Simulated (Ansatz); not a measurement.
# Polarity and tunnelling in Mg/AlN/Zr, part 4 of 6

Wanted: the change of resistance of Mg/AlN/Zr with the barrier's polarity. The lower electrode is Mg hcp(0001), the upper one Zr hcp(0001); the barrier is AlN zinc blende(111) (whole bilayers). In the first transport cell, after relaxation, the nearest pair of electrode and barrier is Mg–N at 2.43 Å, at a slant, at the lower face and Zr–Al at 3.28 Å, at a slant, at the upper one. All share a net of side 3.111 Å, which strains the lower electrode by -2.5 %, the upper one by -3.7 % and the barrier by +0.0 %, against typed lattice constants near PBE's. The first steps treat the bulk electrodes alone.

Ansatz 0.2.0; PBE DFT, plane waves, PAW files (the session's first sound run).

So far, transmission at the Fermi level (a spin, zone mean): step 5 (the open system: T(E), polarity N face on the lower …) 0.00376.

### 6. Conductance on a fine mesh, polarity N face on the lower electrode, gap between the electrodes 12.8 Å

Level of this step: PBE DFT, plane waves, PAW files; ballistic transmission by layer matching between semi-infinite leads (Ansatz).

The conductance needs T(E) within ten thermal energies of the Fermi level, on steps under 1.5 kT, and a finer mesh (30×30), since the current can rest on few wavevectors.

The input, input.yaml:

```yaml
crystal:
  lattice:
    - [3.111, 0.0, 0.0]
    - [-1.5555, 2.6942050312, 0.0]
    - [0.0, 0.0, 79.6055362033]
  atoms:
    - { symbol: Mg, position: [0.0, 0.0, 0.0879335827] }
    - { symbol: Mg, position: [0.33333333, 0.66666667, 0.1206817475] }
    - { symbol: Mg, position: [0.0, 0.0, 0.1534299123] }
    - { symbol: Mg, position: [0.33333333, 0.66666667, 0.1861780771] }
    - { symbol: Mg, position: [0.0, 0.0, 0.218926242] }
    - { symbol: Mg, position: [0.33333333, 0.66666667, 0.2516744068] }
    - { symbol: Mg, position: [0.0, 0.0, 0.2844225716] }
    - { symbol: Mg, position: [0.33333333, 0.66666667, 0.3171707364] }
    - { symbol: Mg, position: [0.0, 0.0, 0.3499189012] }
    - { symbol: Mg, position: [0.33333333, 0.66666667, 0.382667066] }
    - { symbol: Mg, position: [0.0, 0.0, 0.4145658674] }
    - { symbol: "N", position: [0.33333333, 0.66666667, 0.4351803867] }
    - { symbol: Al, position: [0.66666667, 0.33333333, 0.4443041721] }
    - { symbol: "N", position: [0.66666667, 0.33333333, 0.4679357781] }
    - { symbol: Al, position: [0.0, 0.0, 0.476294692] }
    - { symbol: "N", position: [0.0, 0.0, 0.4999549539] }
    - { symbol: Al, position: [0.33333333, 0.66666667, 0.5083055875] }
    - { symbol: "N", position: [0.33333333, 0.66666667, 0.5320045402] }
    - { symbol: Al, position: [0.66666667, 0.33333333, 0.540907153] }
    - { symbol: Zr, position: [0.0, 0.0, 0.5754027841] }
    - { symbol: Zr, position: [0.33333333, 0.66666667, 0.6086207328] }
    - { symbol: Zr, position: [0.0, 0.0, 0.6423369199] }
    - { symbol: Zr, position: [0.33333333, 0.66666667, 0.6760531071] }
    - { symbol: Zr, position: [0.0, 0.0, 0.7097692943] }
    - { symbol: Zr, position: [0.33333333, 0.66666667, 0.7434854814] }
    - { symbol: Zr, position: [0.0, 0.0, 0.7772016686] }
    - { symbol: Zr, position: [0.33333333, 0.66666667, 0.8109178558] }
    - { symbol: Zr, position: [0.0, 0.0, 0.844634043] }
    - { symbol: Zr, position: [0.33333333, 0.66666667, 0.8783502301] }
    - { symbol: Zr, position: [0.0, 0.0, 0.9120664173] }
kpoints:
  mp_grid: { grid: [12, 12, 1] }
scf:
  occupations: { method: fermi_dirac, width: 0.1 }
  max_iter: 150
hamiltonian:
  xc: pbe
output:
  transmission:
    kmesh: [30, 30]
    e_range: [-0.26, 0.27]
    de: 0.0375
    leads: [[4, 6], [24, 26]]
```

Started as:

```console
ansatz run input.yaml --threads 4 --pin off --max-ram 12288MiB --backend cpu --events-out ev --progress --plain --runs-dir out
```

Numbers of over 12 decimals in the logs are rounded to 6 here.

Log:

```text
[...]
Crystal: 30 atoms, lattice volume = 667.227 Å³
Basis set: ecut = 420 eV, 12963 PW (Γ)
Bands: 167, of which v1, the nominal top of the filled ones, is band 137 counted from 1 (136 counted from 0)
Symmetry: 6 space group operations
[...]
k-points: 19 of 144 (time reversal used)
[...]
SCF iter   1: F=—  HF=-70879.359453 eV  |F-HF|=—  |Δ(HF+E_count)|=         —  Δρ=1.09e-2  dr2=8.14e2  ethr=1.77e-3  ⟨swp⟩=14.8  Hψ=19214  notcnv=0  defer=1
[...]
SCF iter  11: F=-70878.293199 eV  HF=-70878.293199 eV  |F-HF|=8.63e-9  |Δ(HF+E_count)|=   3.30e-9  Δρ=8.05e-7  dr2=2.28e-8  ethr=3.65e-11  ⟨swp⟩=10.7  Hψ=7907  notcnv=0
SCF 1 converged in 11 iterations: F = -70878.293199 eV  dr2 = 2.28e-8
[...]
transmission: 619 of 6097 steps passed
transmission: 1222 of 6097 steps passed
[...]
transmission: 6097 of 6097 steps passed
SCF converged after 11 iterations
Free energy (F): -70878.293199 eV
[...]
Internal energy: -70877.661535 eV  (E = F + TS)
E sigma→0 (E₀):  -70877.977367 eV
Entropy (-TS):   -0.631664 eV (-21.055 meV/atom)
Fermi energy:    8.221198 eV
[...]
--- Band table (eV; the first three rows and the last of 19) ---
  k-point 0: bands = [... 133 lower, 8.2628, 8.3916, 8.4756, 8.5507, 8.6057, 8.7534, 8.9189, 9.1315, ... 26 higher]
  k-point 1: bands = [... 133 lower, 8.2796, 8.4070, 8.4134, 8.4801, 8.5232, 8.5528, 8.6242, 8.9955, ... 26 higher]
  k-point 2: bands = [... 133 lower, 7.9536, 8.1289, 8.1808, 8.2368, 8.3116, 8.3214, 8.4854, 8.5881, ... 26 higher]
  k-point 18: bands = [... 133 lower, 8.0501, 8.1347, 8.2399, 8.2409, 8.3162, 8.3259, 8.3274, 8.3452, ... 26 higher]
--- Transmission ---
  basis      : 73 plane waves across, 67 finite elements along
  points     : 91, standing for a mesh of 30 x 30
  filling    : by the input's occupations and mesh, since the crystals that have channels conduct as metals do. If one of these is a semiconductor, that mesh has misplaced its level
[...]
filled         : 22.9 meV under the level at which it is neutral
    channels       : 8.811111e-1 a spin
    conductance    : 7.9552e14 S/m² at 300 K; may be off by some 0.0 % by where its bands' edges are placed, 6.5 % from the k-mesh, 0.0 % from the distance to neutral
    slowest decay  : 0.0083 /Å at (0.3333, 0.2667)
[...]
filled         : 35.8 meV under the level at which it is neutral
    channels       : 7.855556e-1 a spin
[...]
slowest decay  : 0.0022 /Å at (0.2000, 0.1000)
  junction   : crystal 0 to crystal 1, 19.43 to 55.86 Å
    transmission   : 3.245355e-3 a spin
    conductance    : 2.8866e12 S/m² at 300 K (2.6087e12 on every other point, 2.9143e12 on every other energy)
    error estimate : 1.0 % from the energy spacing and 0.1 % from band edges of the leads and from resonances (wavevectors taken as independent; lower de), 14.7 % from the k-mesh, 16.8 % from the steps of its leads' Hamiltonians or their offsets (lay more layers), 1.9 % from the distance to neutral
    resistance     : 3.4510e-1 Ω µm² beyond half of each lead's own
```

The job ended after 6.2 min (4 threads of Arm Neoverse V1, shared host; peak memory 3.2 GiB).

This step gave:

```
transmission at the Fermi level (a spin, zone mean) : 0.003245
channels of the lower lead                          : 0.8811
channels of the upper lead                          : 0.7856
ballistic conductance of the lower lead             : 7.96e14 S/m²
ballistic conductance of the upper lead             : 7.14e14 S/m²
junction conductance                                : 2.89e12 S/m²
error estimates by source, in the log's order       : 1, 0.1, 14.7, 16.8, 1.9 %
resistance-area product beyond the leads            : 0.3451 Ω um²
```

One spin. The transmission, zone mean by energy, zero at the Fermi level:

```tsv
energy (eV)	transmission, zone mean
-0.260	0.00102
-0.223	0.00122
-0.185	0.00160
-0.147	0.00184
-0.110	0.00230
-0.072	0.00267
-0.035	0.00293
0.003	0.00325
0.040	0.00354
0.077	0.00322
0.115	0.00236
0.152	0.00194
0.190	7.1e-4
0.228	4.8e-4
0.265	4.5e-4
```

One spin. Table of open channels, zone mean by energy, zero at the Fermi level:

```tsv
energy (eV)	lower lead	upper lead
-0.260	0.821	0.746
-0.223	0.794	0.679
-0.185	0.854	0.659
-0.147	0.881	0.646
-0.110	0.888	0.672
-0.072	0.861	0.586
-0.035	0.854	0.626
0.003	0.881	0.786
0.040	0.841	0.899
0.077	0.894	1.12
0.115	0.914	1.15
0.152	0.901	1.18
0.190	0.914	1.17
0.228	0.941	1.16
0.265	0.968	1.20
```

Transmission over k1 and k2. At 0.0025 eV from the Fermi level; zeros and values more than six decades under the largest are shown at that floor.

log10 of the mean of each cell; the least values stand at a floor. Values, 12 rows by 16 columns:
```
-1.5 -2.0 -7.2 -7.2 -7.2 -7.2 -7.2 -2.1 -1.6 -1.6 -2.6 -4.4 -3.4 -3.8 -3.2 -1.7
-7.2 -7.2 -7.2 -7.2 -7.1 -6.4 -7.2 -7.2 -7.2 -7.2 -7.2 -7.2 -4.7 -4.5 -7.2 -7.2
-4.5 -7.2 -7.2 -7.2 -7.2 -4.6 -4.5 -7.2 -7.2 -7.2 -7.2 -4.3 -3.4 -3.7 -3.9 -3.3
-4.8 -7.2 -6.3 -4.8 -4.2 -3.5 -3.7 -3.6 -3.6 -4.6 -5.0 -6.5 -4.6 -4.6 -7.2 -4.4
-2.4 -7.2 -7.2 -4.7 -4.2 -3.2 -2.4 -2.3 -2.5 -3.1 -4.1 -5.1 -7.2 -7.2 -2.9 -1.8
-1.4 -2.6 -7.2 -7.2 -4.1 -3.2 -2.3 -2.0 -2.0 -2.3 -3.0 -3.8 -7.2 -7.2 -2.8 -1.4
-1.4 -1.7 -7.2 -7.2 -7.2 -3.9 -3.0 -2.3 -2.0 -2.1 -2.6 -3.7 -5.1 -7.2 -7.2 -2.1
-2.6 -2.5 -7.2 -7.2 -7.1 -4.7 -4.2 -3.3 -2.7 -2.6 -2.9 -3.6 -4.4 -5.2 -6.8 -7.2
-3.9 -4.0 -7.2 -3.7 -4.4 -6.6 -7.2 -7.2 -3.8 -4.0 -3.9 -3.9 -7.2 -7.2 -6.8 -7.2
-3.9 -3.5 -4.6 -3.6 -3.7 -5.5 -7.2 -7.2 -7.2 -5.2 -4.7 -5.3 -7.2 -7.2 -7.2 -7.2
-2.2 -3.5 -7.2 -3.7 -4.4 -7.2 -2.5 -2.1 -7.2 -7.2 -6.8 -6.5 -7.2 -7.2 -7.2 -2.4
-1.3 -1.8 -7.2 -3.6 -3.7 -5.5 -2.0 -1.4 -1.4 -2.0 -7.2 -4.8 -4.5 -5.5 -2.7 -1.4
```
Columns: k1 (b1) from -0.5 to 0.467; rows upwards: k2 (b2) from -0.5 to 0.467.

G = 2.9e12 S/m² (1/G = 0.346 Ω µm²). The largest error estimate is 17 %, from the leads' potential steps. In the worse lead the potential repeats within 20 meV, which the program lets pass, though it still puts 17 % of error on the junction's conductance through them. By hand, Landauer's formula with T at one energy: G = (e²/h) ΣT / A = 3.874e-5 S × 0.00649 / 8.382 Å² = 3.0e12 S/m², with T summed over both spins. The printed value averages T over the Fermi window and is 0.96 times this.

### 7. Relaxing the interfaces, box 43.9 Å, polarity Al face on the lower electrode

This step: PBE DFT, plane waves, PAW files (Ansatz 0.2.0).

System of this step: Mg/AlN/Zr. The cell holds 16 atoms: 4 Mg, 4 Al, 4 N and 4 Zr. Its edges and angles: a = 3.111 Å, b = 3.111 Å, c = 43.860 Å, α = 90.0°, β = 90.0°, γ = 120.0°. Vacuum lies along c.

The new interface needs a relaxation of its own, since bond lengths at the faces set the dipole and the overlap. A short slab in vacuum serves: only the barrier and the layers next to it are taken over, and later cells can add or drop layers in the barrier's middle. The dipole correction removes the field that unlike faces would set up across the vacuum.

The input, input.yaml:

```yaml
crystal:
  lattice:
    - [3.111, 0.0, 0.0]
    - [-1.5555, 2.6942050312, 0.0]
    - [0.0, 0.0, 43.8603931419]
  atoms:
    - { symbol: Mg, position: [0.33333333, 0.66666667, 0.1823969059] }
    - { symbol: Mg, position: [0.0, 0.0, 0.2425875525] }
    - { symbol: Mg, position: [0.33333333, 0.66666667, 0.3027781991] }
    - { symbol: Mg, position: [0.0, 0.0, 0.3629688457] }
    - { symbol: Al, position: [0.33333333, 0.66666667, 0.4080105939] }
    - { symbol: "N", position: [0.0, 0.0, 0.4224911721] }
    - { symbol: Al, position: [0.0, 0.0, 0.4659329066] }
    - { symbol: "N", position: [0.66666667, 0.33333333, 0.4804134848] }
    - { symbol: Al, position: [0.66666667, 0.33333333, 0.5238552194] }
    - { symbol: "N", position: [0.33333333, 0.66666667, 0.5383357976] }
    - { symbol: Al, position: [0.33333333, 0.66666667, 0.5817775322] }
    - { symbol: "N", position: [0.0, 0.0, 0.5962581104] }
    - { symbol: Zr, position: [0.33333333, 0.66666667, 0.6362322308] }
    - { symbol: Zr, position: [0.66666667, 0.33333333, 0.6966891853] }
    - { symbol: Zr, position: [0.33333333, 0.66666667, 0.7571461397] }
    - { symbol: Zr, position: [0.66666667, 0.33333333, 0.8176030941] }
kpoints:
  mp_grid: { grid: [8, 8, 1] }
scf:
  occupations: { method: fermi_dirac, width: 0.1 }
  max_iter: 150
hamiltonian:
  xc: pbe
efield:
  axis: 3
  dipole_correction: true
relax:
  f_tol: 0.04
  max_steps: 90
output:
  forces: true
```

Log:

```text
[...]
Crystal: 16 atoms, lattice volume = 367.623 Å³
Basis set: ecut = 420 eV, 7131 PW (Γ), exchange–correlation on 48×48×600 points (8 copies of the dense FFT grid, shifted against one another)
Bands: 76, of which v1, the nominal top of the filled ones, is band 60 counted from 1 (59 counted from 0)
Symmetry: 6 space group operations
[...]
k-points: 10 of 64 (time reversal used)
[...]
SCF iter   1: F=—  HF=-28124.106314 eV  |F-HF|=—  |Δ(HF+E_count)|=         —  Δρ=6.80e-3  dr2=7.02e0  ethr=1.77e-3  p=-0.039 e·Å  D=-1.94e-2 V/Å  ΔV_dip=0.85 eV  dr2_dipole=5.05e-3  V_vac-E_F(+/−)=4.47/3.63 eV  ⟨swp⟩=14.3  Hψ=4577  notcnv=0  defer=1
[...]
SCF iter   7: F=-28123.918598 eV  HF=-28123.918606 eV  |F-HF|=8.72e-6  |Δ(HF+E_count)|=   6.08e-7  Δρ=3.12e-5  dr2=1.14e-5  ethr=3.33e-8  p=-0.024 e·Å  D=-1.18e-2 V/Å  ΔV_dip=0.52 eV  dr2_dipole=8.60e-7  V_vac-E_F(+/−)=4.27/3.75 eV  ⟨swp⟩=4.0  Hψ=2362  notcnv=0
[...]
SCF 1 converged in 7 iterations: F = -28123.918598 eV  dr2 = 1.14e-5
[...]
relax step   1: F+E_penalty+E_count = -28123.91859769 eV  Δ(F+E_penalty+E_count) = +0.000e0 eV  max|allowed force component| = 3.921e0 eV/Å  Δτ_max = 0.0000 Å  (7 SCF iters, dr2 threshold 4.00e-5 eV, accepted)
[...]
SCF iter   1: F=—  HF=-28124.724616 eV  |F-HF|=—  |Δ(HF+E_count)|=         —  Δρ=8.46e-3  dr2=5.29e0  ethr=3.10e-3  p=-0.024 e·Å  D=-1.18e-2 V/Å  ΔV_dip=0.52 eV  dr2_dipole=1.36e0  V_vac-E_F(+/−)=4.27/3.75 eV  ⟨swp⟩=4.2  Hψ=2031  notcnv=0  defer=3
[...]
SCF iter   6: F=-28124.594265 eV  HF=-28124.594287 eV  |F-HF|=2.29e-5  |Δ(HF+E_count)|=   3.17e-5  Δρ=7.12e-5  dr2=3.98e-5  ethr=8.33e-8  p=-0.025 e·Å  D=-1.25e-2 V/Å  ΔV_dip=0.55 eV  dr2_dipole=2.78e-6  V_vac-E_F(+/−)=4.28/3.73 eV  ⟨swp⟩=3.2  Hψ=2835  notcnv=0
[...]
SCF 2 converged in 6 iterations: F = -28124.594265 eV  dr2 = 3.98e-5
relax step   2: F+E_penalty+E_count = -28124.59426459 eV  Δ(F+E_penalty+E_count) = -6.757e-1 eV  max|allowed force component| = 1.007e0 eV/Å  Δτ_max = 0.1949 Å  (6 SCF iters, dr2 threshold 1.00e-4 eV, accepted)
SCF iter   1: F=—  HF=-28124.849454 eV  |F-HF|=—  |Δ(HF+E_count)|=         —  Δρ=7.53e-3  dr2=7.30e0  ethr=3.10e-3  p=-0.025 e·Å  D=-1.25e-2 V/Å  ΔV_dip=0.55 eV  dr2_dipole=2.09e0  V_vac-E_F(+/−)=4.28/3.73 eV  ⟨swp⟩=4.9  Hψ=2103  notcnv=0
[...]
SCF iter   6: F=-28124.760492 eV  HF=-28124.760509 eV  |F-HF|=1.65e-5  |Δ(HF+E_count)|=   4.32e-5  Δρ=7.19e-5  dr2=4.39e-5  ethr=5.28e-8  p=-0.029 e·Å  D=-1.41e-2 V/Å  ΔV_dip=0.62 eV  dr2_dipole=2.31e-6  V_vac-E_F(+/−)=4.31/3.69 eV  ⟨swp⟩=3.3  Hψ=2811  notcnv=0
[...]
SCF 3 converged in 6 iterations: F = -28124.760492 eV  dr2 = 4.39e-5
[...]
relax step   3: F+E_penalty+E_count = -28124.76049210 eV  Δ(F+E_penalty+E_count) = -1.662e-1 eV  max|allowed force component| = 1.893e-1 eV/Å  Δτ_max = 0.1946 Å  (6 SCF iters, dr2 threshold 6.34e-5 eV, accepted)
[...]
relax step   4: F+E_penalty+E_count = -28124.81848409 eV  Δ(F+E_penalty+E_count) = -5.799e-2 eV  max|allowed force component| = 7.452e-2 eV/Å  Δτ_max = 0.1923 Å  (9 SCF iters, dr2 threshold 2.24e-6 eV, accepted)
[...]
relax step   5: F+E_penalty+E_count = -28124.82751474 eV  Δ(F+E_penalty+E_count) = -9.031e-3 eV  max|allowed force component| = 5.618e-2 eV/Å  Δτ_max = 0.1192 Å  (9 SCF iters, accepted)
SCF iter   1: F=—  HF=-28124.829064 eV  |F-HF|=—  |Δ(HF+E_count)|=         —  Δρ=7.56e-4  dr2=5.40e-2  ethr=3.73e-4  p=-0.031 e·Å  D=-1.52e-2 V/Å  ΔV_dip=0.67 eV  dr2_dipole=1.71e-2  V_vac-E_F(+/−)=4.28/3.61 eV  ⟨swp⟩=3.0  Hψ=1314  notcnv=0  defer=3
[...]
SCF iter   8: F=-28124.827999 eV  HF=-28124.827999 eV  |F-HF|=9.85e-9  |Δ(HF+E_count)|=   5.12e-9  Δρ=1.84e-6  dr2=3.72e-8  ethr=8.33e-11  p=-0.031 e·Å  D=-1.52e-2 V/Å  ΔV_dip=0.67 eV  dr2_dipole=1.29e-9  V_vac-E_F(+/−)=4.28/3.61 eV  ⟨swp⟩=4.9  Hψ=2404  notcnv=0
[...]
SCF 6 converged in 8 iterations: F = -28124.827999 eV  dr2 = 3.72e-8
[...]
relax step   6: F+E_penalty+E_count = -28124.82799891 eV  Δ(F+E_penalty+E_count) = -4.842e-4 eV  max|allowed force component| = 6.732e-3 eV/Å  Δτ_max = 0.0212 Å  (8 SCF iters, accepted)
SCF converged after 8 iterations
Free energy (F): -28124.827999 eV
[...]
Internal energy: -28124.586059 eV  (E = F + TS)
E sigma→0 (E₀):  -28124.707029 eV
Entropy (-TS):   -0.241940 eV (-15.121 meV/atom)
Fermi energy:    6.227962 eV
Dipole field:    D = -0.015207 V/Å  (p = -0.030894 e·Å, saw-weighted, corrected)
Work function:   Φ+ = 4.2739 eV   Φ− = 3.6075 eV
[...]
--- Forces (eV/Å), atoms counted from 1 ---
  atom   1  Mg     0.00000000    -0.00000000     0.00220403
  atom   2  Mg     0.00000000     0.00000000    -0.00326815
  atom   3  Mg     0.00000000    -0.00000000    -0.00069914
  atom   4  Mg     0.00000000     0.00000000    -0.00039970
  atom   5  Al     0.00000000     0.00000000     0.00389680
  atom   6  N      0.00000000    -0.00000000    -0.00673331
  atom   7  Al     0.00000000     0.00000000     0.00640686
  atom   8  N     -0.00000000    -0.00000000    -0.00397417
  atom   9  Al     0.00000000     0.00000000     0.00329513
  atom  10  N      0.00000000    -0.00000000    -0.00329675
  atom  11  Al     0.00000000     0.00000000    -0.00122602
  atom  12  N      0.00000000     0.00000000     0.00426344
  atom  13  Zr    -0.00000000     0.00000000    -0.00184365
  atom  14  Zr     0.00000000     0.00000000     0.00356281
  atom  15  Zr     0.00000000    -0.00000000    -0.00040028
  atom  16  Zr     0.00000000     0.00000000    -0.00181590
  max |Σ_I F_I| component: 2.80e-5 eV/Å
--- Relaxed structure (6 steps of the walk, 6 accepted, 0 SCFs on fresh bases) ---
  F+E_penalty+E_count = -28124.82799891 eV   max|allowed force component| = 6.732e-3 eV/Å
  atoms:
    - { symbol: Mg, position: [0.333333, 0.666667, 0.172067] }
    - { symbol: Mg, position: [-6.079071966858518e-17, 3.8308476726688625e-17, 0.231988] }
    - { symbol: Mg, position: [0.333333, 0.666667, 0.291228] }
    - { symbol: Mg, position: [-6.340557196603582e-17, 3.830847672668863e-17, 0.350923] }
    - { symbol: Al, position: [0.333333, 0.666667, 0.407860] }
    - { symbol: N, position: [-3.967898110556656e-17, 3.8308476726688643e-17, 0.423573] }
    - { symbol: Al, position: [-4.0219813693051983e-17, 3.830847672668864e-17, 0.466715] }
    - { symbol: N, position: [0.666667, 0.333333, 0.481664] }
    - { symbol: Al, position: [0.666667, 0.333333, 0.524738] }
    - { symbol: N, position: [0.333333, 0.666667, 0.539651] }
    - { symbol: Al, position: [0.333333, 0.666667, 0.582652] }
    - { symbol: N, position: [-3.4368085403526836e-17, 3.830847672668864e-17, 0.600278] }
    - { symbol: Zr, position: [0.333333, 0.666667, 0.644272] }
    - { symbol: Zr, position: [0.666667, 0.333333, 0.705863] }
    - { symbol: Zr, position: [0.333333, 0.666667, 0.767136] }
    - { symbol: Zr, position: [0.666667, 0.333333, 0.824870] }
```

Wall time 38 s (4 threads); peak memory 0.99 GiB.

Step by step:

```tsv
step	energy less that of the first step (eV)	largest force component (eV/Å)
1	0.0000	3.9214
2	-0.6757	1.0068
3	-0.8419	0.1893
4	-0.8999	0.0745
5	-0.9089	0.0562
6	-0.9094	0.0067
```

The run keeps the 6 symmetry operations that it works with, so distortions that break them were not tested.

The atoms that moved most (Å):

```tsv
atom	dx	dy	dz	length
Mg4	0.000	0.000	-0.528	0.528
Mg3	0.000	0.000	-0.507	0.507
Mg2	0.000	0.000	-0.465	0.465
Mg1	0.000	0.000	-0.453	0.453
Zr15	0.000	0.000	0.438	0.438
Zr14	0.000	0.000	0.402	0.402
Zr13	0.000	0.000	0.353	0.353
Zr16	0.000	0.000	0.319	0.319
```

Numbers from this step:

```
free energy  : -28124.8280 eV
Fermi energy : 6.228 eV
```

The largest force component on a free atom ends at 0.0067 eV/Å. At one or more of this run's solves the program warned of density in the dipole ramp over its bound, where dipole, forces and levels can be off.

(Part 4 of 6 ends here.)

[Logs are printed without paths, hosts, clocks, repeated set-up lines and the standing remarks that a program may print on its own settings, such as how far it seeks lower states.]

[Hosts, paths, dates, database ids (printed as entryN), source tags and the programs' standing remarks are cut or masked in the printed files.]
